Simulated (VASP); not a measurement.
CdSe, 2 atoms in the cell. Symmetry: Fm-3m, No. 225, cubic system. Conventional cell: a = 5.670 Å, b = 5.670 Å, c = 5.670 Å, α = 90.00°, β = 90.00°, γ = 90.00°. Cd (site symmetry m-3m) is surrounded by 6 Se at 2.84 Å. Se (site symmetry m-3m) has 6 Cd at 2.84 Å as nearest neighbours. Measurements of this composition are mostly on another form, of space group No. 186. The cell isn't the ideal one: volume scaled by 0.96.

| Quantity | Value |
| --- | --- |
| Program | VASP 6.6.1 |
| Task | density of states |
| Functional | revPBE |
| Dispersion | D2 |
| Potentials or basis | VASP PAW PBE potentials, release 64 (Cd, Se) |
| Cutoff | 520 eV |
| k mesh | 8 × 8 × 8 |
| Occupations | gaussian, width 0.05 eV |
| Spin | no spin polarisation |
| Further INCAR settings | ALGO = Normal; EDIFF = 1.00e-06; NBANDS = 16 |

Potentials or basis: VASP PAW PBE potentials, release 64 (Cd, Se).

The run is started by

```sh
$ python run.py
```

Hardware: 1 thread of AMD EPYC 9R45 (Zen 5), with other jobs on the host.

Task: How long does it take, and how much memory?

Result: It took 13 s on 1 thread of AMD EPYC 9R45 (Zen 5), with other jobs on the host, peak memory 0.14 GiB. Counts: scf iterations 12, k points 29.
